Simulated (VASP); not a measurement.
Ge: single point with PBE

**The experiment to reproduce.**

From “Electronic and optical properties of SixGe1-x-ySny alloys lattice-matched to Ge”, 2021, arxiv:2109.02782, for a bulk crystal of Ge at 293 K: band gap 0.666 eV (indirect).

Crystal: Ge.

```
Ge
1.0
     0.00000    2.82891    2.82891
     2.82891    0.00000    2.82891
     2.82891    2.82891    0.00000
Ge
2
Direct
  0.75000 0.75000 0.75000
  0.50000 0.50000 0.50000
```

```yaml
Program: VASP 6.6.1
Task: single point
Functional: PBE
Potentials_or_basis: VASP PAW PBE potentials, release 64 (Ge_d)
Cutoff: 520 eV
k_mesh: 8 × 8 × 8
Occupations: gaussian, width 0.012 eV
Spin: no spin polarisation
Further_INCAR_settings: ALGO = Normal; EDIFF = 1e-06
```

```json
{
  "Pressure": "3.4 GPa",
  "Band gap on the k mesh": "0.03 eV, direct"
}
```

Levels at points of the mesh, in eV from the valence-band top:
```csv
k point,band 11,band 12,band 13,band 14,band 15,band 16,band 17,band 18
"(0.00, 0.00, 0.00)",-12.77,0.00,0.00,0.00,0.03,2.55,2.55,2.55
"(0.50, 0.00, 0.00)",-10.68,-7.60,-1.41,-1.41,0.18,3.75,3.75,7.13
"(0.50, 0.50, 0.00)",-8.89,-8.89,-3.07,-3.07,0.75,0.75,9.52,9.52
```

Wall time 20 s on 1 thread of Intel(R) Xeon(R) Platinum 8259CL CPU @ 2.50GHz (Skylake/Cascade Lake) (shared host), peak memory 0.16 GiB.

Against the measured gap of Ge, 0.666 eV (indirect; 293 K; “Electronic and optical properties of SixGe1-x-ySny alloys lattice-matched to Ge”, 2021, arxiv:2109.02782), the calculated 0.03 eV is off by -0.63 eV. 3 values of this kind are on record (0.666 to 0.807 eV); this one was drawn at random among those near their median. Spin-orbit coupling on Ge is left out. The value is that of PBE on a finite k mesh, which can miss the band edges, without temperature or zero-point motion. Semilocal functionals fall short of measured gaps as a rule.
